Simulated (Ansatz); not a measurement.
Method: DFT PBE, scalar-relativistic, plane waves, PAW (Ansatz). All cells share a 420 eV cutoff and Γ-centred k meshes spaced at most about 0.3 Å⁻¹ (about 0.25 or finer for metals, 2π included). No spin polarisation.

Temperature and zero-point effects are left out.

Two relaxed structures of B2P5:

1. Space group P-3m1 (No. 164), trigonal, a = 3.284 Å, c = 23.641 Å. B on its first site is surrounded by 4 P at 1.98–1.99 Å; B on its second site is surrounded by 4 P at 1.98 Å; P on its first site has 1 B at 1.99 Å and 3 P at 2.22 Å; P on its second site is surrounded by 3 B at 1.98 Å; around P on its third site lie 3 B at 1.98 Å; 2 more sites not described.

2. Space group Pm (No. 6), monoclinic, a = 4.627 Å, b = 3.243 Å, c = 16.387 Å, β = 97.3°. Around B on its first site lie 4 P at 1.97–2.02 Å; B on its second site is surrounded by 3 P at 1.89–1.93 Å; B on its third site is surrounded by 4 P at 1.97–1.99 Å; around B on its fourth site lie 4 P at 1.96–2.03 Å; P on its first site has 3 B at 1.97–1.98 Å and 1 P at 2.25 Å; 9 more sites not described.

Question: Which would you expect to be lower, and how large is the difference?

Answer: Cell 2 is lower, by 141 meV/atom. Cell 1 has space group P-3m1 (No. 164), 15.8 Å³/atom and no gap on its mesh; cell 2 has space group Pm (No. 6), 17.4 Å³/atom and no gap. Counting P atoms around B (those within 1.25 times the shortest such distance or 1.15 times the sum of covalent radii, 1.27 where that leaves under three; a slash parts the counts of unlike sites), cell 1 has B 4 and cell 2 has B 3/4. Cell 1 and cell 2 both hold P–P nets. Both come from invented guesses.

Weakly bound directions are ill-defined at this level, which has no dispersion term (P-3m1, Pm), and this can change margins and order among such cells. Cells relaxed within their symmetry can be saddle points.
